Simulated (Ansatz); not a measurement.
# Nb (Im-3m): relaxations under a series of pressures, by script

How does Nb (Im-3m) give way under pressure? Aim: relaxations under a series of pressures, for Nb (Im-3m), run from a script.

The COD entry's cell or inner coordinates are ideal or old and differ from later refinements, so a difference from it is no clean test against experiment.

All numbers are computed with Ansatz 0.2.0, driven from Python. Level of theory: DFT PBEsol, plane waves, PAW.

### Step 1. The structure

It takes space group Im-3m (No. 229, cubic). Conventional cell: a = 3.328 Å, b = 3.328 Å, c = 3.328 Å, α = 90.00°, β = 90.00°, γ = 90.00°. Around Nb (site symmetry m-3m) lie 8 Nb at 2.88 Å.

No structure file is read: the coordinates are typed or built in the script.

### Step 2. The code

File compress.py:

```python
"""Cell of Nb under pressure."""

from dataclasses import dataclass
import logging
import sys

import ansatz as az
import numpy as np

logging.basicConfig(stream=sys.stdout, format="%(levelname)s %(message)s")
logger = logging.getLogger("ansatz_job")
logger.setLevel(logging.INFO)


@dataclass(frozen=True)
class Options:
    width_ev: float = 0.1


settings = Options()

def edges_and_angles(cell):
    cell = np.asarray(cell)
    a, b, c = np.linalg.norm(cell, axis=1)
    cosines = cell[1] @ cell[2] / (b * c), cell[0] @ cell[2] / (a * c), cell[0] @ cell[1] / (a * b)
    return (a, b, c, *np.degrees(np.arccos(cosines)))


def main() -> None:
    xtal = (
        az.Lattice.of((-1.66395, 1.66395, 1.66395), (1.66395, -1.66395, 1.66395), (1.66395, 1.66395, -1.66395))
        .atom("Nb", (0.0, 0.0, 0.0))
    )

    base = xtal.calculation()
    base = base.kpoints(16).functional(az.Functional.PBESOL)
    base = base.occupations(az.OccupationsMethod.COLD, width=settings.width_ev)

    # H = F + PV, with 1 GPa A^3 = 1/160.21766 eV
    rows = []
    for pressure in [-2, 0, 2, 5, 10]:
        out = base.relax(cell=True, pressure=pressure).run(threads=1, pin="off")
        cell = out.lattice.cell_ang
        n_atoms = len(out.lattice.sites)
        volume = abs(np.linalg.det(cell)) / n_atoms
        enthalpy = out.report["free_energy_ev"] / n_atoms + pressure * volume / 160.21766
        rows.append((pressure, volume, enthalpy, *edges_and_angles(cell)))
        logger.info(f"{pressure} GPa done: {volume:.4f} A^3/atom")

    logger.info(" P (GPa)  V (A^3/atom)  H (eV/atom)     a       b       c")
    for row in rows:
        logger.info("{:8.1f} {:12.4f} {:14.5f} {:7.4f} {:7.4f} {:7.4f}".format(*row[:6]))
    p, v = np.array([row[0] for row in rows], float), np.array([row[1] for row in rows])
    print("mean bulk modulus between rows (GPa):", np.round(-np.diff(p) / np.diff(np.log(v)), 1))


if __name__ == "__main__":
    main()
```

### Step 3. What the engine is handed

The package turns the script's settings into the engine's input (first run):

```yaml
crystal:
  lattice:
    - [-1.66395, 1.66395, 1.66395]
    - [1.66395, -1.66395, 1.66395]
    - [1.66395, 1.66395, -1.66395]
  atoms:
    - { symbol: Nb, position: [0.0, 0.0, 0.0] }
kpoints:
  mp_grid:
    grid: [16, 16, 16]
hamiltonian:
  xc: pbesol
scf:
  occupations:
    method: cold
    width: 0.1
relax:
  cell:
    p_target: -2.0
```

### Step 4. Launch

The run is started by

```sh
$ python compress.py
```

**Question.** How far does the cell shrink over this series of pressures, and what bulk modulus does the first step imply?

**Answer**, as computed:

```
                                   quantity               value
bulk modulus between neighbouring pressures  182.3 to 218.3 GPa
                              runs compared                   5
                            range of energy      24.62 meV/atom
```

The crystal stiffens as it is compressed. The volume falls from 17.68 Å³ an atom at -2 GPa to 16.67 at 10 GPa, by 5.7 %. Between -2 and 0 GPa, -V dP/dV is about 182 GPa, a mean over that step. In run 1, over 3 moves the cell shrank by 4.0 % in volume under the -2 GPa asked, and the space group stayed Im-3m. In run 5, over 4 moves the cell shrank by 9.6 % in volume under the 10 GPa asked, and the space group stayed Im-3m. Reading the output:
- At a fixed pressure a relaxation lowers the enthalpy F + PV, while F alone can rise.
- Of the deposited cell: the entry's cell lengths or inner coordinates differ somewhat from later room-temperature determinations.
- Symmetry holds the cell in this phase, so another phase that may be stable under pressure is not reached.
